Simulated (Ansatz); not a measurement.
# Two Ansatz runs on In

The structure comes from a relaxation in the same program, started in the bcc type. Whether it is a known phase or the ground state wasn't checked. The listed cell was then made from it by scaling, straining or moving an atom.

First run: DFT, PBE, all-electron LAPW, scalar-relativistic (Ansatz 0.2.0).

Command: `ansatz run input.yaml --threads 1 --pin off --max-ram 2048MiB --backend cpu --events-out ev --progress --plain --runs-dir out` The run took 16 s on 1 thread of Arm Neoverse V2, with other jobs on the host.

```yaml
crystal:
  lattice:
    - [-1.9357714232, 1.9071639637, 1.9071639637]
    - [1.9071639637, -1.9357714232, 1.9071639637]
    - [1.9071639637, 1.9071639637, -1.9357714232]
  atoms:
    - { symbol: In, position: [0.0, 0.0, 0.0] }
kpoints:
  mp_grid: { grid: [15, 15, 15] }
scf:
  occupations: { method: fermi_dirac, width: 0.05 }
hamiltonian:
  xc: pbe
  pseudopotentials: { kind: all_electron, lapw: { basis_error: 0.001 } }
output:
  forces: true
  stress: true
  eigenvalues: true
```

Result: converged; pressure 0.04 GPa; 7 SCF iterations.

No spin–orbit coupling, which matters for the heavy atoms here.

A second run of a changed input logged this at its end:

```
  E_atoms      = -160043.426162  (free atoms, spherical and without spin; not in F)
  Σ components = -160046.771853   (vs F -160046.771853, Δ=0.00e0)
  Basis errors (estimates in eV, not in F): energy 2.5e-4 per atom: plane waves 2.5e-4 (1.3e-4 summed), levels above the bands 2.2e-9, relativity 4.8e-8, radial functions 1.4e-6, core shells 1.1e-9; eigenvalues (radial functions only) 8.5e-4; not estimated: angular momenta, meshes, grids; target (lapw.basis_error) 1.0e-3; muffin-tin radii In 1.627 Å
--- Forces (eV/Å), atoms counted from 1 ---
  atom   1  In    -0.00000000    -0.00000000     0.00000000
  max |Σ_I F_I| component: 2.67e-32 eV/Å
--- Stress (GPa, compression-positive) ---
        3.113826       0.179318       0.179318
        0.179318       3.113826       0.179318
        0.179318       0.179318       3.113826
  P = ⅓ Tr σ = 3.1138 GPa (31.138 kbar)
--- Band table (eV; the first three rows and the last of 344) ---
  k-point 0: bands = ["-102.8697", "-61.3478", "-61.3478", "-61.3456", "-2.0916", "-2.0524", "-2.0524", "-1.8255", "-1.8255", "3.4088", "22.8578", "22.8578", "23.3468", "25.1624", "25.5054", "25.5054", "26.9569", "26.9569", "26.9823", "27.7405"]
  k-point 1: bands = ["-102.8697", "-61.3479", "-61.3478", "-61.3458", "-2.0785", "-2.0566", "-2.0438", "-1.8307", "-1.8261", "3.5086", "22.2022", "22.5922", "22.6830", "24.6747", "24.8772", "25.1544", "27.1743", "27.5546", "27.5803", "28.3884"]
  k-point 2: bands = ["-102.8697", "-61.3484", "-61.3477", "-61.3465", "-2.0686", "-2.0541", "-2.0086", "-1.8440", "-1.8276", "3.8094", "20.2011", "21.5601", "22.1577", "23.9041", "24.2389", "25.0501", "27.4654", "28.7573", "28.8691", "29.7498"]
  k-point 343: bands = ["-102.8690", "-61.3524", "-61.3524", "-61.3517", "-2.1477", "-2.1441", "-1.7295", "-1.7282", "-1.6980", "12.5195", "13.8198", "13.9412", "14.2281", "17.7737", "18.1203", "31.5088", "33.9365", "34.1168", "34.9374", "37.1773"]
```

**Question.** What was wrong with the input?

**Answer.** A smearing of electronvolts, by this change (others could give a like log):
```diff
@@ -9,5 +9,6 @@
   mp_grid: { grid: [15, 15, 15] }
 scf:
-  occupations: { method: fermi_dirac, width: 0.05 }
+  occupations: { method: fermi_dirac, width: 1.0 }
+  max_iter: 75
 hamiltonian:
   xc: pbe
```
